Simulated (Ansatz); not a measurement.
Crystal: ScAl.

```
Sc Al
1.0
     3.37035    0.00000    0.00000
     0.00000    3.37035    0.00000
     0.00000    0.00000    3.37035
Sc Al
1 1
Cartesian
  1.6852 1.6852 1.6852
  0.0000 0.0000 0.0000
```

The cell comes from a database or a generator and needn't be the stable form of this composition.

| Quantity | Value |
| --- | --- |
| Program | Ansatz 0.2.0 |
| Task | relaxation of cell and atoms |
| Functional | BLYP |
| Potentials or basis | Ansatz PAW |
| Cutoff | 420 eV (not typed: the program's choice for these potentials) |
| k mesh | 8 × 8 × 8 |
| Occupations | fermi-dirac, width 0.05 eV |
| Spin | no spin polarisation |

At the start: volume 19.14 Å³/atom.

Task: How do energy, volume and symmetry change on relaxing?

Result: It ends after 5 steps and the volume is 19.87 Å³/atom (+3.8 %); space group Pm-3m (No. 221, to 0.05 Å).

Step by step:
```csv
step,energy change (eV),largest force (eV/Å),volume (Å³)
1,0.0000,0.0000,38.28
2,-0.0076,0.0000,40.61
3,-0.0116,0.0000,39.80
4,-0.0117,0.0000,39.74
5,-0.0121,0.0000,39.74
```

Final structure:
```cif
data_structure
_symmetry_space_group_name_H-M 'P 1'
_symmetry_Int_Tables_number 1
_cell_length_a 3.4125
_cell_length_b 3.4125
_cell_length_c 3.4125
_cell_angle_alpha 90.000
_cell_angle_beta 90.000
_cell_angle_gamma 90.000
_cell_volume 39.74
loop_
_atom_site_label
_atom_site_type_symbol
_atom_site_fract_x
_atom_site_fract_y
_atom_site_fract_z
_atom_site_occupancy
Sc1 Sc 0.50000 0.50000 0.50000 1
Al1 Al 0.00000 0.00000 0.00000 1
```

Caveat: the plane-wave basis is chosen anew once the cell has moved, so the energies of steps on either side of that aren't comparable; the PAW data sets come from PBE, with cores solved anew for the run's functional, which leaves a small shift of forces and pressure.
